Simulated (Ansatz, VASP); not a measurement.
Two plane-wave programs on Sr

Contents of INCAR:

```
SYSTEM = Sr
  PREC = Accurate
  ENCUT = 520
  EDIFF = 1E-6
  ISMEAR = 0
  SIGMA = 0.15
  LREAL = .False.
  LASPH = .True.
  NELM = 100
  ALGO = Normal
  ISIF = 2
  LWAVE = .False.
  LCHARG = .True.
  GGA = PE
  LELF = .True.
  LVHAR = .True.
  NBANDS = 11
```

File KPOINTS:

```
regular mesh
0
Gamma
  14 14 14
  0 0 0
```

File POSCAR:

```
Sr
1.0
   -2.4856250000      2.3643750000      2.4250000000
    2.4856250000     -2.3643750000      2.4250000000
    2.4856250000      2.3643750000     -2.4250000000
Sr
1
Direct
    0.0000000000      0.0000000000      0.0000000000
```

Input for Ansatz:

```yaml
crystal:
  lattice:
    - [-2.485625, 2.364375, 2.425]
    - [2.485625, -2.364375, 2.425]
    - [2.485625, 2.364375, -2.425]
  atoms:
    - { symbol: Sr, position: [0.0, 0.0, 0.0] }
basis:
  ecutwfc: 420
kpoints:
  mp_grid: { grid: [14, 14, 14] }
hamiltonian:
  xc: pbe
scf:
  occupations: { method: gaussian, width: 0.15 }
output:
  forces: true
  stress: true
  eigenvalues: true
```

Change from the starting cell: strain +0.0250 x Voigt [1, -1, 0, 0, 0, 0], atoms carried along.

Alike in both runs: task single point; functional PBE; k mesh 14 × 14 × 14; occupations gaussian, width 0.15 eV; no spin polarisation.

|  | VASP | Ansatz |
| --- | --- | --- |
| version | VASP 6.6.1 | Ansatz 0.2.0 |
| potentials or method | VASP PAW PBE potentials, release 64 (Sr_sv) | scalar-relativistic, plane waves, PAW |
| plane-wave cutoff (eV) | 520 | 420 |
| valence electrons in the cell | 10 | 10 |

```tsv
	VASP	Ansatz	Ansatz less VASP
gap on the k mesh at the Fermi level (eV)	none	none	-
pressure (GPa)	-0.5	-0.5	-0.01
```

A gap of «none» marks a metal or a gap that the smearing closes.
